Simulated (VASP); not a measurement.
# ZrB2 (qha) (P6/mmm) in VASP: further runs

Runs on ZrB2 (qha). Level: PBEsol. Tasks: single point, relaxation of cell and atoms.

Everything below comes from runs of VASP 6.6.1. Logs are shortened: lines on timing, memory, paths and dates and some standing lists are left out, and cuts for length are marked.

**1. The cell of the first run**

The structure is hexagonal, space group P6/mmm (No. 191). The conventional cell has a = 3.155 Å, b = 3.155 Å, c = 3.506 Å, α = 90.00°, β = 90.00°, γ = 120.00°. Around Zr (site symmetry 6/mmm) lie 12 B at 2.53 Å. Around B (site symmetry -6m2) lie 3 B at 1.82 Å.

**2. Single point, PBEsol (cell and atoms relaxed tightly for response)**

The input, INCAR:

```
PREC = Accurate ; ENCUT = 520
EDIFF = 1E-7 ; ISMEAR = -1
SIGMA = 0.15 ; LREAL = F
LASPH = T ; NELM = 100
ALGO = Normal ; ISIF = 2
LWAVE = F ; LCHARG = F
GGA = PS ; NBANDS = 16
```

The input, KPOINTS:

```
regular mesh
0
Gamma
  15 15 12
```

The input, POSCAR:

```
ZrB2
1.0
    3.1553963229      0.0000000000      0.0000000000
   -1.5776981615      2.7326533746      0.0000000000
    0.0000000000      0.0000000000      3.5062617177
Zr B
1 2
Direct
    0.0000000000      0.0000000000      0.0000000000
    0.3333333333      0.6666666667      0.5000000000
    0.6666666667      0.3333333333      0.5000000000
```

Potentials or basis: VASP PAW PBE potentials, release 64 (Zr_sv, B).

Command:

```bash
$ cat potpaw_PBE.64/Zr_sv/POTCAR potpaw_PBE.64/B/POTCAR > POTCAR
$ mpirun -np 1 vasp_std > vasp.out
```

OUTCAR:

```text
PREC = Accurate
   ENCUT = 520
   EDIFF = 1E-7
   ISMEAR = -1
   LREAL = F
   LASPH = T
   NELM = 100
   ISIF = 2
   GGA = PS

 ion  position               nearest neighbor table
   1  0.000  0.000  0.000-   2 2.53   3 2.53   2 2.53   3 2.53   2 2.53   2 2.53   3 2.53   3 2.53
                             3 2.53   3 2.53   2 2.53   2 2.53
   2  0.333  0.667  0.500-   3 1.82   3 1.82   3 1.82   1 2.53   1 2.53   1 2.53   1 2.53   1 2.53
                             1 2.53
   3  0.667  0.333  0.500-   2 1.82   2 1.82   2 1.82   1 2.53   1 2.53   1 2.53   1 2.53   1 2.53
                             1 2.53

  LATTYP: Found a hexagonal cell.
 ALAT       =     3.1553963229
 C/A-ratio  =     1.1111953488

  Lattice vectors:

 A1 = (   3.1553963229,   0.0000000000,   0.0000000000)
 A2 = (  -1.5776981615,   2.7326533746,   0.0000000000)
 A3 = (   0.0000000000,   0.0000000000,   3.5062617177)

Analysis of symmetry for initial positions (statically):
=====================================================================
 Subroutine PRICEL returns:
 Original cell was already a primitive cell.

 Routine SETGRP: Setting up the symmetry group for a
 hexagonal supercell.

 Subroutine GETGRP returns: Found 24 space group operations
 (whereof 24 operations were pure point group operations)
 out of a pool of 24 trial point group operations.

The static configuration has the point symmetry D_6h.

Analysis of symmetry for dynamics (positions and initial velocities):
=====================================================================
 Subroutine PRICEL returns:
 Original cell was already a primitive cell.

 Routine SETGRP: Setting up the symmetry group for a
 hexagonal supercell.

 Subroutine GETGRP returns: Found 24 space group operations
 (whereof 24 operations were pure point group operations)
 out of a pool of 24 trial point group operations.

The dynamic configuration has the point symmetry D_6h.

 Subroutine INISYM returns: Found 24 space group operations
 (whereof 24 operations are pure point group operations),
 and found     1 'primitive' translations

----------------------------------------------------------------------------------------

                                     Primitive cell

  volume of cell :      30.2331

  direct lattice vectors                    reciprocal lattice vectors
     3.155396323  0.000000000  0.000000000     0.316917400  0.182972346  0.000000000
    -1.577698162  2.732653375  0.000000000     0.000000000  0.365944693  0.000000000
     0.000000000  0.000000000  3.506261718     0.000000000  0.000000000  0.285204038

  length of vectors
     3.155396323  3.155396323  3.506261718     0.365944693  0.365944693  0.285204038

  position of ions in fractional coordinates (direct lattice)
     0.000000000  0.000000000  0.000000000
     0.333333333  0.666666667  0.500000000
     0.666666667  0.333333333  0.500000000

  ion indices of the primitive-cell ions
   primitive index   ion index
                 1           1
                 2           2
                 3           3

----------------------------------------------------------------------------------------

 KPOINTS: regular mesh

Automatic generation of k-mesh.
 Grid dimensions read from file:
 generate k-points for:   15   15   12

 Generating k-lattice:

  Cartesian coordinates                     Fractional coordinates (reciprocal lattice)
     0.021127827  0.012198156  0.000000000     0.066666667  0.000000000  0.000000000
     0.000000000  0.024396313  0.000000000     0.000000000  0.066666667  0.000000000
     0.000000000  0.000000000  0.023767003     0.000000000  0.000000000  0.083333333

  Length of vectors
     0.024396313  0.024396313  0.023767003

  Shift w.r.t. Gamma in fractional coordinates (k-lattice)
     0.000000000  0.000000000  0.000000000

 Subroutine IBZKPT returns following result:
 ===========================================

 Found    189 irreducible k-points:

 Following reciprocal coordinates:
            Coordinates               Weight
  0.000000  0.000000  0.000000      1.000000
  0.066667  0.000000  0.000000      6.000000
  0.133333  0.000000  0.000000      6.000000
  0.200000  0.000000  0.000000      6.000000
  0.266667  0.000000  0.000000      6.000000
  0.333333  0.000000  0.000000      6.000000
[... 16 lines left out ...]
  0.333333  0.200000  0.000000     12.000000
  0.400000  0.200000  0.000000      6.000000
 [... further k-points ...]
   k-points           NKPTS =    189   k-points in BZ     NKDIM =    189   number of bands    NBANDS=     16
   number of dos      NEDOS =    301   number of ions     NIONS =      3
   total plane-waves  NPLWV =  16128
   dimension x,y,z NGX =    24 NGY =   24 NGZ =   28
   dimension x,y,z NGXF=    48 NGYF=   48 NGZF=   56
   ions per type =               1   2
   NGX,Y,Z   is equivalent  to a cutoff of  12.64, 12.64, 13.28 a.u.
   NGXF,Y,Z  is equivalent  to a cutoff of  25.29, 25.29, 26.55 a.u.
 SYSTEM =  unknown system
   PREC   = accura    normal or accurate (medium, high low for compatibility)
   ISTART =      0    job   : 0-new  1-cont  2-samecut
   ICHARG =      2    charge: 1-file 2-atom 10-const
   ISPIN  =      1    spin polarized calculation?
   LNONCOLLINEAR =      F non collinear calculations
   LSORBIT =      F    spin-orbit coupling
   LASPH  =      T    aspherical Exc in radial PAW
   ENCUT  =  520.0 eV  38.22 Ry    6.18 a.u.   5.87  5.87  6.52*2*pi/ulx,y,z
   NELM   =    100;   NELMIN=  2; NELMDL= -5     # of ELM steps
   EDIFF  = 0.1E-06   stopping-criterion for ELM
   LREAL  =      F    real-space projection
   EDIFFG = 0.1E-05   stopping-criterion for IOM
   NSW    =      0    number of steps for IOM
   IBRION =     -1    ionic relax: 0-MD 1-quasi-New 2-CG
   NFREE  =      0    steps in history (QN), initial steepest desc. (CG)
   ISIF   =      2    stress and relaxation
   ISYM   =      2    0-nonsym 1-usesym 2-fastsym
   POTIM  = 0.5000    time-step for ionic-motion
   TEBEG  =    0.0;   TEEND  =   0.0 temperature during run
   PSTRESS=    0.0 pullay stress
   NELECT =      18.0000    total number of electrons
   NUPDOWN=      -1.0000    fix difference up-down
   EMIN   =  10.00;   EMAX   =-10.00  energy-range for DOS
   EFERMI =   0.00;   METHOD = LEGACY
   ISMEAR =    -1;   SIGMA  =   0.15  broadening in eV -4-tet -1-fermi 0-gaus
   EFERMI_NEDOS =   21; number of points for ismear=-14 and -15
   IALGO  =     38    algorithm
   IMIX   =      4    mixing-type and parameters
     AMIX     =   0.40;   BMIX     =  1.00
     AMIX_MAG =   1.60;   BMIX_MAG =  1.00
  volume/ion in A,a.u.               =      10.08        68.01
  Fermi-wavevector in a.u.,A,eV,Ry     =   1.377224  2.602577 25.806814  1.896747
  Thomas-Fermi vector in A             =   2.502397
   LORBIT       =      0    0 simple, 1 ext, 2 COOP (PROOUT), +10 PAW based schemes
   GGA     = PS    functional components
   LHFCALC =     F    Hartree Fock is set to
   AEXX    =    0.0000 exact exchange contribution
   IVDW    =     0    specifies the selected vdW correction
   LEPSILON=     F    determine dielectric tensor
   LRPA    =     F    only Hartree local field effects (RPA)
 non-spin polarized calculation
  energy-cutoff  :      520.00
  volume of cell :       30.23
 maximum number of plane-waves:       831
 NGX is ok and might be reduce to    24
   NGX = 11   NGY = 11   NGZ = 13

 number of electron      18.0000000 magnetization

 Free energy of the ion-electron system (eV)
  ---------------------------------------------------
  ext. energy  EPLUGINS =         0.00000000
  ---------------------------------------------------
  free energy    TOTEN  =       -26.41208239 eV

  energy without entropy =      -26.39085957  energy(sigma->0) =      -26.40147098

 E-fermi :  10.5893     XC(G=0): -12.6172

 val. band max:       10.5726288136   @ k =   0.0667   0.0667   0.4167
 cond. band min:      10.6172193131   @ k =   0.4000   0.1333   0.0000
 fundamental gap:      0.0445904995
 Fermi energy:        10.5892548806

 k-point     1 :       0.0000    0.0000    0.0000
  band No.  band energies     occupation
      1     -37.8298      2.00000
      2     -16.0652      2.00000
      3     -15.4805      2.00000
      4     -15.4805      2.00000
      5      -2.1569      2.00000
      6       7.9385      2.00000
[... 8 lines left out ...]
     15      15.8022      0.00000
     16      15.8022      0.00000

 k-point     2 :       0.0667    0.0000    0.0000
  band No.  band energies     occupation
      1     -37.8244      2.00000
      2     -16.0573      2.00000
      3     -15.5273      2.00000
      4     -15.4906      2.00000
      5      -2.0658      2.00000
      6       7.6733      2.00000
[... 8 lines left out ...]
     15      16.2626      0.00000
     16      16.4807      0.00000

 k-point     3 :       0.1333    0.0000    0.0000
  band No.  band energies     occupation
      1     -37.8093      2.00000
      2     -16.0348      2.00000
      3     -15.6575      2.00000
      4     -15.5189      2.00000
      5      -1.7997      2.00000
      6       7.0002      2.00000
[... 8 lines left out ...]
     15      16.9970      0.00000
     16      17.6612      0.00000

 k-point     4 :       0.2000    0.0000    0.0000
  band No.  band energies     occupation
      1     -37.7868      2.00000
      2     -16.0014      2.00000
      3     -15.8442      2.00000
      4     -15.5604      2.00000
      5      -1.3780      2.00000
      6       6.1250      2.00000
[... 8 lines left out ...]
     15      17.5186      0.00000
     16      18.3734      0.00000
[... 324 lines left out ...]
 k-point    22 :       0.2667    0.2000    0.0000
  band No.  band energies     occupation
      1     -37.7115      2.00000
      2     -16.2884      2.00000
      3     -15.8890      2.00000
      4     -15.8493      2.00000
      5       0.6998      2.00000
      6       3.9393      2.00000
[... 8 lines left out ...]
     15      18.5901      0.00000
     16      20.6155      0.00000

 k-point    23 :       0.3333    0.2000    0.0000
  band No.  band energies     occupation
      1     -37.6989      2.00000
      2     -16.3438      2.00000
      3     -15.9125      2.00000
      4     -15.8702      2.00000
      5       1.4781      2.00000
      6       3.1656      2.00000
[... 8 lines left out ...]
     15      19.7133      0.00000
     16      20.6429      0.00000

 k-point    24 :       0.4000    0.2000    0.0000
  band No.  band energies     occupation
      1     -37.6944      2.00000
      2     -16.3624      2.00000
      3     -15.9356      2.00000
      4     -15.8635      2.00000
      5       2.2277      2.00000
      6       2.4074      2.00000
[... 8 lines left out ...]
     15      20.2383      0.00000
     16      20.4108      0.00000

 [... further k-points ...]

------------------------ aborting loop because EDIFF is reached ----------------------------------------

  FORCE on cell =-STRESS in cart. coord.  units (eV):
  Direction    XX          YY          ZZ          XY          YZ          ZX
  --------------------------------------------------------------------------------------
  -------------------------------------------------------------------------------------
  Total        0.0624769      0.0624769      0.0632882     -0.0000000      0.0000000     -0.0000000
  in kB        3.3109067      3.3109067      3.3539036     -0.0000000      0.0000000     -0.0000000
  external PRESSURE =       3.3252390 kB  Pullay stress =       0.0000000 kB

 VOLUME and BASIS-vectors are now :
 -----------------------------------------------------------------------------
  energy-cutoff  :      520.00
  volume of cell :       30.23
      direct lattice vectors                 reciprocal lattice vectors
     3.155396323  0.000000000  0.000000000     0.316917400  0.182972346  0.000000000
    -1.577698162  2.732653375  0.000000000     0.000000000  0.365944693  0.000000000
     0.000000000  0.000000000  3.506261718     0.000000000  0.000000000  0.285204038

 POSITION                                       TOTAL-FORCE (eV/Angst)
 -----------------------------------------------------------------------------------
      0.00000      0.00000      0.00000        -0.000000      0.000000      0.000000
     -0.00000      1.82177      1.75313        -0.000000      0.000000      0.000000
      1.57770      0.91088      1.75313         0.000000     -0.000000      0.000000
 -----------------------------------------------------------------------------------
    total drift:                               -0.000000      0.000000     -0.000000

  FREE ENERGIE OF THE ION-ELECTRON SYSTEM (eV)
  ---------------------------------------------------
  free  energy   TOTEN  =       -26.4120823920 eV

  energy  without entropy=      -26.3908595718  energy(sigma->0) =      -26.40147098
```

Run time: 30 s. Hardware: 1 thread of Intel Xeon 6975P-C (Granite Rapids), shared host; peak memory 0.21 GiB.

What came out:

```yaml
Free_energy: -26.4121 eV
Pressure: 0.3 GPa
Band_gap_on_the_k_mesh: none (metal or under the smearing width)
```

Caveat: the PAW data sets were made with another functional, which shifts forces and pressure a little.

**3. Relaxation of cell and atoms, PBEsol (cell and atoms relaxed tightly for response)**

The input, INCAR:

```
SYSTEM = ZrB2
PREC = Accurate ; ENCUT = 600
EDIFF = 1E-6 ; ISMEAR = -1
SIGMA = 0.15 ; LREAL = .FALSE.
LASPH = .TRUE. ; NELM = 100
ALGO = Normal ; ISIF = 3
LWAVE = .FALSE. ; LCHARG = .FALSE.
GGA = PS ; IBRION = 2
NSW = 80 ; EDIFFG = -0.001
```

The input, KPOINTS:

```
Automatic mesh
0
G
  15 15 12
  0 0 0
```

The input, POSCAR:

```
ZrB2
1.0
    3.1547836607      0.0000000000      0.0000000000
   -1.5773918304      2.7321227936      0.0000000000
    0.0000000000      0.0000000000      3.5068063921
Zr B
1 2
Direct
    0.0000000000      0.0000000000      0.0000000000
    0.3333333333      0.6666666667      0.5000000000
    0.6666666667      0.3333333333      0.5000000000
```

Potentials or basis: VASP PAW PBE potentials, release 64 (Zr_sv, B).

Command:

```bash
$ cat potpaw_PBE.64/Zr_sv/POTCAR potpaw_PBE.64/B/POTCAR > POTCAR
$ mpirun -np 1 vasp_std > vasp.out
```

It took 2.3 min on 1 thread of Intel Xeon 6975P-C (Granite Rapids), shared host; peak memory 0.23 GiB.

It converged, with:

```
Free energy                            : -26.4140 eV
Relaxed volume                         : 10.09 Å³/atom
Relaxed cell                           : a = 3.157 Å, b = 3.157 Å, c = 3.508 Å, α = 90.00°, β = 90.00°, γ = 120.00°
Space group after relaxing (to 0.05 Å) : P6/mmm (No. 191)
Energy gained by relaxing              : 0.0 meV/atom
Ionic steps                            : 7
Pressure after relaxing                : 0.0 GPa
Band gap on the k mesh                 : none (metal or under the smearing width)
```

Final structure:
```
Zr B
1.0
     3.15662    0.00000    0.00000
    -1.57831    2.73371    0.00000
     0.00000    0.00000    3.50795
Zr B
1 2
Direct
  0.00000 0.00000 0.00000
  0.33333 0.66667 0.50000
  0.66667 0.33333 0.50000
```

Levels at points of the mesh, in eV from the Fermi level:
```csv
k point,band 6,band 7,band 8,band 9,band 10,band 11,band 12,band 13
"(0.00, 0.00, 0.00)",-2.65,-2.65,-2.62,-2.26,3.49,3.49,4.33,4.33
"(0.00, 0.00, 0.50)",-6.99,-0.93,-0.93,0.31,0.31,0.80,0.80,1.93
```

Caveat: the PAW data sets were made with another functional, which shifts forces and pressure a little.
